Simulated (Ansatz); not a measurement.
Set up this calculation in Ansatz 0.2.0, as the native input.

```
Task                : relaxation of cell and atoms
Functional          : PBE
Potentials or basis : all-electron LAPW, scalar-relativistic
Basis error allowed : 0.002 eV/atom
k mesh              : 6 × 4 × 4
Occupations         : fermi-dirac, width 0.05 eV
Spin                : no spin polarisation
```

The system is BaTiO3.

```
CELL_PARAMETERS angstrom
-0.09159 0.02278 -3.96240
3.88088 4.13178 0.06850
3.92317 -4.17407 0.11386
ATOMIC_POSITIONS crystal
Ba 0.99749 0.00015 0.00043
Ba 0.99982 0.49875 0.50109
Ti 0.50075 0.49906 0.99785
Ti 0.50366 0.99877 0.49738
O 0.99896 0.49878 0.99824
O 0.00194 0.99976 0.50212
O 0.49413 0.25153 0.25251
O 0.49937 0.75231 0.74826
O 0.50326 0.25086 0.74969
O 0.50062 0.75003 0.25243
```

One way to write it, as run:

input.yaml

```yaml
crystal:
  lattice:
    - [-0.09159188, 0.02278148, -3.96239693]
    - [3.88088382, 4.13177996, 0.06849871]
    - [3.92317125, -4.17406739, 0.11385529]
  atoms:
    - { symbol: Ba, position: [0.9974869, 0.00014772, 0.00042717] }
    - { symbol: Ba, position: [0.99982027, 0.4987526, 0.50108677] }
    - { symbol: Ti, position: [0.5007474, 0.49905912, 0.99785408] }
    - { symbol: Ti, position: [0.50365646, 0.99876813, 0.49738197] }
    - { symbol: O, position: [0.99895966, 0.49877997, 0.99824097] }
    - { symbol: O, position: [0.00194463, 0.99975533, 0.50211677] }
    - { symbol: O, position: [0.49413247, 0.25152792, 0.25251016] }
    - { symbol: O, position: [0.49937016, 0.75231443, 0.7482599] }
    - { symbol: O, position: [0.50325957, 0.25086477, 0.74968771] }
    - { symbol: O, position: [0.50062248, 0.75003001, 0.25243449] }
kpoints:
  mp_grid: { grid: [6, 4, 4] }
scf:
  occupations: { method: fermi_dirac, width: 0.05 }
hamiltonian:
  xc: pbe
  pseudopotentials: { kind: all_electron, lapw: { basis_error: 0.002 } }
output:
  forces: true
  stress: true
relax:
  f_tol: 0.01
  max_steps: 60
  cell: {}
```

Potentials or basis: all-electron LAPW, scalar-relativistic.

Run with:

```console
$ ansatz run input.yaml --threads 8 --pin off --max-ram 24576MiB --backend cpu --events-out ev --progress --plain --runs-dir out
```

It gave:

```json
{
 "Relaxed volume": "13.38 Å³/atom",
 "Relaxed cell": "a = 4.060 Å, b = 5.726 Å, c = 5.756 Å, α = 89.98°, β = 90.43°, γ = 90.00°",
 "Space group after relaxing (to 0.05 Å)": "R3m (No. 160)",
 "Energy gained by relaxing": "42.6 meV/atom",
 "Ionic steps": "7",
 "Pressure after relaxing": "0.0 GPa",
 "Band gap on the k mesh": "2.62 eV"
}
```

Caveat: spin-orbit coupling is left out, which moves the levels of the heavy elements.

Run time: 9.6 min on 8 threads of Intel(R) Xeon(R) Platinum 8259CL CPU @ 2.50GHz (Skylake/Cascade Lake) (shared host), peak memory 2.6 GiB.
